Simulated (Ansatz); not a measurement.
## SiNi₂: frozen-core PAW against all-electron methods

```
Si Ni
1.0
     3.83600    0.00000    0.00000
    -1.91800    3.32207    0.00000
     0.00000    0.00000    4.94800
Si Ni
2 4
Direct
  0.33333 0.66667 0.75000
  0.66667 0.33333 0.25000
  0.00000 0.00000 0.00000
  0.00000 0.00000 0.50000
  0.33333 0.66667 0.25000
  0.66667 0.33333 0.75000
```

Atom numbers follow the list: Si1, Si2, Ni3, Ni4, Ni5, Ni6.

The geometry is COD entry 1523551, unchecked; take it as a test cell.

Levels of theory: DFT, PBE, PAW with Ansatz's default frozen-core files, scalar-relativistic (Ansatz 0.2.0); DFT, PBE, all-electron PAW with datasets made for the crystal, scalar-relativistic (Ansatz 0.2.0); DFT, PBE, all-electron LAPW, scalar-relativistic (Ansatz 0.2.0).

For PAW: a Γ-centred 8×8×6 k mesh, Fermi–Dirac smearing of 0.05 eV, cutoff 420 eV, spin-polarised from start moments Ni3 1.5, Ni4 1.5, Ni5 1.5, Ni6 1.5 μB (the moments died away, and the run ended non-magnetic). The crystal-made all-electron datasets (AE datasets) take a cutoff of 360 eV at this cell. LAPW targets a basis error of 1 meV/atom. The Ansatz runs share mesh, smearing and spin set-up. Plane-wave (PAW) pressures include the program's estimate of the Pulay term.

Stress and pressure are positive in compression.

In a metal, gradients converge slowly with the k mesh: the values move by tens of per cent from one mesh to another, at times in sign, so only the comparison on one mesh counts.

Levels count from the Fermi level.

```tsv
quantity	PAW	AE datasets	LAPW
pressure (GPa)	11.36	11.34	11.34
stress xx (GPa)	13.03	13.00	12.99
stress zz (GPa)	8.01	8.03	8.03
highest filled level at H (eV)	-0.211	-0.211	-0.211
lowest empty level at H (eV)	5.509	5.508	5.508
highest filled level at Γ (eV)	-0.643	-0.643	-0.643
lowest empty level at Γ (eV)	0.087	0.087	0.087
field gradient Vzz at Si1 (10²¹ V/m²)	4.10	4.07	–
field gradient Vzz at Ni3 (10²¹ V/m²)	-1.31	-1.31	–
field gradient Vzz at Ni5 (10²¹ V/m²)	1.14	1.15	–
```

PAW's pressure differs from the LAPW value by +0.02 GPa. Datasets made for the crystal and LAPW share parts of one code, so their agreement isn't an independent check.
